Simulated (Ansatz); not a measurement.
# SiC: the cost of one run

Computed with Ansatz 0.2.0 (DFT PBE, scalar-relativistic, plane waves, PAW, unless a step's input says otherwise).

1 further run of the same task is left out (it didn't finish).

### Step 1. Starting point

It takes space group P6_3mc (No. 186, hexagonal). The conventional cell has a = 3.092 Å, b = 3.092 Å, c = 5.074 Å, α = 90.00°, β = 90.00°, γ = 120.00°. Si (site symmetry 3m) has 4 C at 1.89 to 1.91 Å as nearest neighbours. Around C (site symmetry 3m) lie 4 Si at 1.89 to 1.91 Å.

Structure file:

```xyz
4
Lattice="3.0920 0.0000 0.0000 -1.5460 2.6777 0.0000 0.0000 0.0000 5.0738" Properties=species:S:1:pos:R:3 pbc="T T T"
Si    0.0000    1.7852    0.0232
Si    1.5460    0.8926    2.5600
C     0.0000    1.7852    1.9302
C     1.5460    0.8926    4.4671
```

It is the result of an earlier relaxation at this level (volume 10.50 Å³/atom; gap on the mesh: 2.31 eV).

### Step 2. Back to the database's cell

File input.yaml:

```yaml
crystal:
  lattice:
    - [3.076, 0.0, 0.0]
    - [-1.538, 2.663894142, 0.0]
    - [0.0, 0.0, 5.048]
  atoms:
    - { symbol: Si, position: [0.3333333333, 0.6666666667, 0.0] }
    - { symbol: Si, position: [0.6666666667, 0.3333333333, 0.5] }
    - { symbol: C, position: [0.3333333333, 0.6666666667, 0.385] }
    - { symbol: C, position: [0.6666666667, 0.3333333333, 0.885] }
basis:
  ecutwfc: 420
kpoints:
  mp_grid: { grid: [12, 12, 6] }
hamiltonian:
  xc: pbe
scf:
  occupations: { method: gaussian, width: 0.02 }
output:
  forces: true
  stress: true
  eigenvalues: true
  populations: true
```

Launch:

```bash
> ansatz run input.yaml --threads 1 --pin off --max-ram 2560MiB --backend cpu --events-out ev --progress --plain --runs-dir out
```

**Question.** How long does this run take on 1 thread of Arm Neoverse V1, shared host, and how much memory does it need?

About 4.9 s, with a peak of 0.32 GiB.
